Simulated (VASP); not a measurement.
# MnS (Fm-3m) in VASP: further runs

Runs on MnS. Level: PBE+U. Tasks: single point.

All numbers are computed with VASP 6.6.1; they aren't measurements. Logs are shortened: lines on timing, memory, paths and dates and some standing lists are left out, and cuts for length are marked.

## 1. The crystal as given

The structure is cubic, space group Fm-3m (No. 225). Conventional cell: a = 5.224 Å, b = 5.224 Å, c = 5.224 Å, α = 90.00°, β = 90.00°, γ = 90.00°. Mn (site symmetry m-3m) has 6 S at 2.61 Å as nearest neighbours. Around S (site symmetry m-3m) lie 6 Mn at 2.61 Å.

## 2. Single point, PBE+U, collinear spin, ferromagnetic start

INCAR reads:

```
ALGO     = Normal         # electronic algorithm
EDIFF    = 1E-6           # SCF threshold, eV
ENCUT    = 520            # plane-wave cutoff, eV
GGA      = PE             # functional
ISIF     = 2              # what is computed and relaxed
ISMEAR   = 0              # smearing method
ISPIN    = 2              # spin polarisation
LASPH    = T              # aspherical terms in the spheres
LCHARG   = F              # write CHGCAR
LDAU     = T              # DFT+U
LDAUJ    = 0 0          
LDAUL    = 2 -1           # shell
LDAUPRINT= 1            
LDAUTYPE = 2            
LDAUU    = 3 0            # U, eV
LMAXMIX  = 4              # l up to which the mixer works
LORBIT   = 11             # projections on sites
LREAL    = F              # projectors in reciprocal space
LWAVE    = F              # write WAVECAR
MAGMOM   = 4 0            # initial moments
NBANDS   = 20             # bands
NELM     = 120            # most SCF steps
PREC     = Accurate       # precision mode
SIGMA    = 0.05           # smearing width, eV
```

KPOINTS reads:

```
k-points
0
Gamma
  6 6 6
```

POSCAR reads:

```
MnS
1.0
    0.0000000000      2.6122498900      2.6122498900
    2.6122498900      0.0000000000      2.6122498900
    2.6122498900      2.6122498900      0.0000000000
Mn S
1 1
Direct
    0.0000000000      0.0000000000      0.0000000000
    0.5000000000      0.5000000000      0.5000000000
```

Potentials or basis: VASP PAW PBE potentials, release 64 (Mn_pv, S).

The run is started by

```bash
> cat potpaw_PBE.64/Mn_pv/POTCAR potpaw_PBE.64/S/POTCAR > POTCAR
> mpirun -np 1 vasp_std > vasp.out
```

OUTCAR:

```text
EDIFF = 1E-6
   ENCUT = 520
   GGA = PE
   ISIF = 2
   ISMEAR = 0
   ISPIN = 2
   LASPH = T
   LORBIT = 11
   LREAL = F
   NELM = 120
   PREC = Accurate

 ion  position               nearest neighbor table
   1  0.000  0.000  0.000-   2 2.61   2 2.61   2 2.61   2 2.61   2 2.61   2 2.61
   2  0.500  0.500  0.500-   1 2.61   1 2.61   1 2.61   1 2.61   1 2.61   1 2.61

  LATTYP: Found a face centered cubic cell.
 ALAT       =     5.2244997800

  Lattice vectors:

 A1 = (   0.0000000000,   2.6122498900,   2.6122498900)
 A2 = (   2.6122498900,   0.0000000000,   2.6122498900)
 A3 = (   2.6122498900,   2.6122498900,   0.0000000000)

Analysis of symmetry for initial positions (statically):
=====================================================================
 Subroutine PRICEL returns:
 Original cell was already a primitive cell.

 Routine SETGRP: Setting up the symmetry group for a
 face centered cubic supercell.

 Subroutine GETGRP returns: Found 48 space group operations
 (whereof 48 operations were pure point group operations)
 out of a pool of 48 trial point group operations.

The static configuration has the point symmetry O_h .

Analysis of symmetry for dynamics (positions and initial velocities):
=====================================================================
 Subroutine PRICEL returns:
 Original cell was already a primitive cell.

 Routine SETGRP: Setting up the symmetry group for a
 face centered cubic supercell.

 Subroutine GETGRP returns: Found 48 space group operations
 (whereof 48 operations were pure point group operations)
 out of a pool of 48 trial point group operations.

The dynamic configuration has the point symmetry O_h .

Analysis of structural, dynamic, and magnetic symmetry:
=====================================================================
 Subroutine PRICEL returns:
 Original cell was already a primitive cell.

 Routine SETGRP: Setting up the symmetry group for a
 face centered cubic supercell.

 Subroutine GETGRP returns: Found 48 space group operations
 (whereof 48 operations were pure point group operations)
 out of a pool of 48 trial point group operations.

The overall configuration has the point symmetry O_h .

 Subroutine INISYM returns: Found 48 space group operations
 (whereof 48 operations are pure point group operations),
 and found     1 'primitive' translations

----------------------------------------------------------------------------------------

                                     Primitive cell

  volume of cell :      35.6512

  direct lattice vectors                    reciprocal lattice vectors
     0.000000000  2.612249890  2.612249890    -0.191405884  0.191405884  0.191405884
     2.612249890  0.000000000  2.612249890     0.191405884 -0.191405884  0.191405884
     2.612249890  2.612249890  0.000000000     0.191405884  0.191405884 -0.191405884

  length of vectors
     3.694279223  3.694279223  3.694279223     0.331524716  0.331524716  0.331524716

  position of ions in fractional coordinates (direct lattice)
     0.000000000  0.000000000  0.000000000
     0.500000000  0.500000000  0.500000000

  ion indices of the primitive-cell ions
   primitive index   ion index
                 1           1
                 2           2

[... 77 lines left out ...]
   ISMEAR =     0;   SIGMA  =   0.05  broadening in eV -4-tet -1-fermi 0-gaus
   EFERMI_NEDOS =   21; number of points for ismear=-14 and -15
   IALGO  =     38    algorithm
   IMIX   =      4    mixing-type and parameters
     AMIX     =   0.40;   BMIX     =  1.00
     AMIX_MAG =   1.60;   BMIX_MAG =  1.00
  volume/ion in A,a.u.               =      17.83       120.29
  Fermi-wavevector in a.u.,A,eV,Ry     =   1.327297  2.508227 23.969605  1.761716
  Thomas-Fermi vector in A             =   2.456619
   LORBIT       =     11    0 simple, 1 ext, 2 COOP (PROOUT), +10 PAW based schemes
 LDA+U is selected, type is set to LDAUTYPE =  2
   angular momentum for each species LDAUL =     2   -1
   U (eV)           for each species LDAUU =   3.0  0.0
   J (eV)           for each species LDAUJ =   0.0  0.0
   GGA     = PE    functional components
   LHFCALC =     F    Hartree Fock is set to
   AEXX    =    0.0000 exact exchange contribution
   IVDW    =     0    specifies the selected vdW correction
   LEPSILON=     F    determine dielectric tensor
   LRPA    =     F    only Hartree local field effects (RPA)
 spin polarized calculation
 Gauss-broadening in eV      SIGMA  =   0.05
  energy-cutoff  :      520.00
  volume of cell :       35.65
 maximum number of plane-waves:       982
   NGX = 13   NGY = 13   NGZ = 13

 number of electron      18.9999988 magnetization       4.9150390

 Free energy of the ion-electron system (eV)
  ---------------------------------------------------
  ext. energy  EPLUGINS =         0.00000000
  ---------------------------------------------------
  free energy    TOTEN  =       -12.99235482 eV

  energy without entropy =      -12.99200490  energy(sigma->0) =      -12.99217986

atom =   1  type =  1  l = 2

 onsite density matrix

spin component  1

  0.9303  0.0000 -0.0000 -0.0000 -0.0000
  0.0000  0.9303  0.0000 -0.0000  0.0000
 -0.0000  0.0000  0.9521 -0.0000 -0.0000
 -0.0000 -0.0000 -0.0000  0.9303  0.0000
 -0.0000  0.0000 -0.0000  0.0000  0.9521

spin component  2

  0.0163  0.0000  0.0000  0.0000  0.0000
  0.0000  0.0163 -0.0000  0.0000  0.0000
  0.0000 -0.0000  0.0831  0.0000  0.0000
  0.0000  0.0000  0.0000  0.0163 -0.0000
  0.0000  0.0000  0.0000 -0.0000  0.0831

 occupancies and eigenvectors

  o =  0.0163  v =  0.0000  0.0000  0.0000  0.0000  0.0000  0.9999 -0.0011 -0.0000 -0.0169 -0.0000      0.0000  0.0000  0.0000  0.0000  0.0000  0.0000  0.0000  0.0000  0.0000  0.0000
  o =  0.0163  v =  0.0000  0.0000  0.0000  0.0000  0.0000 -0.0169  0.0167  0.0000 -0.9997 -0.0000      0.0000  0.0000  0.0000  0.0000  0.0000  0.0000  0.0000  0.0000  0.0000  0.0000
  o =  0.0163  v =  0.0000  0.0000  0.0000  0.0000  0.0000 -0.0014 -0.9999 -0.0000 -0.0167  0.0000      0.0000  0.0000  0.0000  0.0000  0.0000  0.0000  0.0000  0.0000  0.0000  0.0000
  o =  0.0831  v =  0.0000  0.0000  0.0000  0.0000  0.0000 -0.0000 -0.0000  0.0309  0.0000 -0.9995      0.0000  0.0000  0.0000  0.0000  0.0000  0.0000  0.0000  0.0000  0.0000  0.0000
  o =  0.0831  v =  0.0000  0.0000  0.0000  0.0000  0.0000  0.0000  0.0000  0.9995  0.0000  0.0309      0.0000  0.0000  0.0000  0.0000  0.0000  0.0000  0.0000  0.0000  0.0000  0.0000
  o =  0.9303  v =  0.0000  0.9559  0.0000 -0.2938 -0.0000  0.0000  0.0000  0.0000  0.0000  0.0000      0.0000  0.0000  0.0000  0.0000  0.0000  0.0000  0.0000  0.0000  0.0000  0.0000
  o =  0.9303  v =  0.0000  0.2938 -0.0000  0.9559 -0.0000  0.0000  0.0000  0.0000  0.0000  0.0000      0.0000  0.0000  0.0000  0.0000  0.0000  0.0000  0.0000  0.0000  0.0000  0.0000
  o =  0.9303  v =  1.0000  0.0000  0.0000  0.0000  0.0000  0.0000  0.0000  0.0000  0.0000  0.0000      0.0000  0.0000  0.0000  0.0000  0.0000  0.0000  0.0000  0.0000  0.0000  0.0000
  o =  0.9521  v =  0.0000  0.0000 -0.9859 -0.0000 -0.1671  0.0000  0.0000  0.0000  0.0000  0.0000      0.0000  0.0000  0.0000  0.0000  0.0000  0.0000  0.0000  0.0000  0.0000  0.0000
  o =  0.9521  v =  0.0000  0.0000 -0.1671 -0.0000  0.9859  0.0000  0.0000  0.0000  0.0000  0.0000      0.0000  0.0000  0.0000  0.0000  0.0000  0.0000  0.0000  0.0000  0.0000  0.0000

 number of electron      18.9999987 magnetization       5.0000123

 Free energy of the ion-electron system (eV)
  ---------------------------------------------------
  ext. energy  EPLUGINS =         0.00000000
  ---------------------------------------------------
  free energy    TOTEN  =       -13.18400541 eV

  energy without entropy =      -13.18400415  energy(sigma->0) =      -13.18400478

 E-fermi :   6.5576     XC(G=0): -10.5603

 val. band max:        6.4282300371   @ k =   0.5000   0.0000   0.0000
 cond. band min:       6.6776953325   @ k =   0.5000   0.5000   0.0000
 fundamental gap:      0.2494652955
 Fermi energy:         6.5575520710

 spin component 1

 k-point     1 :       0.0000    0.0000    0.0000
  band No.  band energies     occupation
      1     -44.3575      1.00000
      2     -44.3575      1.00000
      3     -44.3575      1.00000
      4      -7.8071      1.00000
      5       1.8509      1.00000
      6       1.8509      1.00000
[... 344 lines left out ...]
      6       1.1446      1.00000
[... 12 lines left out ...]
     19      20.8228      0.00000
     20      22.2149      0.00000
 Fermi energy:         6.5575520710

 spin component 2

 k-point     1 :       0.0000    0.0000    0.0000
  band No.  band energies     occupation
      1     -39.4980      1.00000
      2     -39.4980      1.00000
      3     -39.4980      1.00000
      4      -7.5099      1.00000
      5       5.0762      1.00000
      6       5.0762      1.00000
[... 357 lines left out ...]
     19      21.1691      0.00000
     20      23.3338      0.00000

------------------------ aborting loop because EDIFF is reached ----------------------------------------

  FORCE on cell =-STRESS in cart. coord.  units (eV):
  Direction    XX          YY          ZZ          XY          YZ          ZX
  --------------------------------------------------------------------------------------
  -------------------------------------------------------------------------------------
  Total        0.6061689      0.6061689      0.6061689      0.0000000      0.0000000     -0.0000000
  in kB       27.2414422     27.2414422     27.2414422      0.0000000      0.0000000     -0.0000000
  external PRESSURE =      27.2414422 kB  Pullay stress =       0.0000000 kB

 VOLUME and BASIS-vectors are now :
 -----------------------------------------------------------------------------
  energy-cutoff  :      520.00
  volume of cell :       35.65
      direct lattice vectors                 reciprocal lattice vectors
     0.000000000  2.612249890  2.612249890    -0.191405884  0.191405884  0.191405884
     2.612249890  0.000000000  2.612249890     0.191405884 -0.191405884  0.191405884
     2.612249890  2.612249890  0.000000000     0.191405884  0.191405884 -0.191405884

 POSITION                                       TOTAL-FORCE (eV/Angst)
 -----------------------------------------------------------------------------------
      0.00000      0.00000      0.00000        -0.000000     -0.000000     -0.000000
      2.61225      2.61225      2.61225         0.000000      0.000000      0.000000
 -----------------------------------------------------------------------------------
    total drift:                               -0.000000      0.000000      0.000000

  FREE ENERGIE OF THE ION-ELECTRON SYSTEM (eV)
  ---------------------------------------------------
  free  energy   TOTEN  =       -13.1840054061 eV

  energy  without entropy=      -13.1840041475  energy(sigma->0) =      -13.18400478

 total charge

# of ion       s       p       d       tot
------------------------------------------
    1        0.217   6.167   4.893  11.276
    2        1.321   2.455   0.000   3.776
--------------------------------------------------
tot          1.538   8.622   4.893  15.052

 magnetization (x)

# of ion       s       p       d       tot
------------------------------------------
    1        0.049   0.038   4.471   4.558
    2        0.022   0.080   0.000   0.102
--------------------------------------------------
tot          0.071   0.118   4.471   4.660
```

Run time: 16 s. Hardware: 1 thread of AMD EPYC 9R45 (Zen 5), shared host; peak memory 0.14 GiB.

Results:

```yaml
Free_energy: -13.1840 eV
Pressure: 2.7 GPa
Band_gap_on_the_k_mesh: 0.25 eV, indirect (least direct gap 2.29 eV)
Net_moment: 5.00 μB per cell
Site_moments: Mn +4.56; S +0.10 μB
Valence_electrons_inside_the_program's_atomic_spheres: Mn 11.28; S 3.78
```

Levels at points of the mesh, in eV from the valence-band top:
Spin up:
| k point | band 9 | band 10 | band 11 | band 12 | band 13 | band 14 | band 15 | band 16 |
| --- | --- | --- | --- | --- | --- | --- | --- | --- |
| (0.00, 0.00, 0.00) | -4.56 | -1.56 | -1.56 | -1.56 | 1.83 | 8.49 | 8.49 | 8.49 |
| (0.50, 0.00, 0.00) | -4.17 | -3.58 | 0.00 | 0.00 | 2.97 | 5.51 | 5.51 | 8.55 |
| (0.50, 0.50, 0.00) | -4.05 | -3.56 | -3.19 | -3.19 | 0.92 | 5.25 | 10.30 | 12.00 |
Spin down:
| k point | band 3 | band 4 | band 5 | band 6 | band 7 | band 8 | band 9 | band 10 | band 11 | band 12 |
| --- | --- | --- | --- | --- | --- | --- | --- | --- | --- | --- |
| (0.00, 0.00, 0.00) | -45.93 | -13.94 | -1.35 | -1.35 | -1.35 | 1.62 | 1.62 | 1.63 | 1.63 | 1.63 |
| (0.50, 0.00, 0.00) | -45.93 | -12.66 | -6.04 | -2.79 | -2.79 | 2.80 | 2.80 | 2.92 | 3.56 | 4.37 |
| (0.50, 0.50, 0.00) | -45.93 | -12.46 | -5.27 | -2.88 | -2.88 | 0.25 | 2.11 | 2.35 | 3.10 | 3.10 |

Eigenvalues of the final occupation matrices:
```tsv
site	spin	trace	eigenvalues
site 1 d	1	4.70	0.93 0.93 0.93 0.95 0.95
site 1 d	2	0.22	0.02 0.02 0.02 0.08 0.08
```

Caveat: a cell with one magnetic atom can't hold antiferromagnetic order, which such compounds often take. A k mesh can miss the band edges.

(Part 1 of 2 ends here.)
